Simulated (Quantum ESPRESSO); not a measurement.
# CoO in Quantum ESPRESSO: the effect of Hubbard term

The system is CoO.

```
CELL_PARAMETERS angstrom
1.50547 0.86918 2.43993
-1.50547 0.86918 2.43993
0.00000 -1.73837 2.43993
ATOMIC_POSITIONS crystal
Co 0.00000 0.00000 0.00000
O 0.50000 0.50000 0.50000
```

The cell is a database's computed one.

Alike in all runs:

| Quantity | Value |
| --- | --- |
| Program | Quantum ESPRESSO 7.5 |
| Task | single point |
| Functional | PBEsol |
| Potentials or basis | GBRV 1.5 PBEsol |
| Cutoff | 762 eV |
| Density cutoff | 6095 eV |
| k mesh | 11 × 11 × 11 |
| Occupations | fermi-dirac, width 0.05 eV |
| Spin | collinear spin, ferromagnetic start |
| Starting moments | [2.0, 0.0] μB |
| Hubbard projectors | ortho-atomic |
| Mixing beta | 0.3 |
| Most SCF iterations | 120 |
| SCF threshold | 4e-10 Ry |

```tsv
Hubbard term	pressure (GPa)	moment (μB)
none	-8.8	2.99
Co d U = 1 eV	-7.7	3.00
Co d U = 2 eV	-6.7	3.00
Co d U = 3 eV	-5.8	3.00
Co d U = 4 eV	-4.7	2.99
Co d U = 5 eV	-3.6	2.98
Co d U = 6 eV	?	?
```

Q: What does the run with Hubbard term Co d U = 6 eV give?

A: Pressure -2.4 GPa; moment 2.92 μB.

Worked out: A straight line through the other rows of the pressure, of slope 1.03 GPa per eV, extrapolates to -2.6 GPa, against the run's -2.4. A parabola through the other rows of the moment, of slope -0.0198 μB per eV there, extrapolates to 2.96 μB, against the run's 2.92. The fit is too stiff a form for this range.

Caveats: a cell with one magnetic atom can't hold antiferromagnetic order, which such compounds often take.
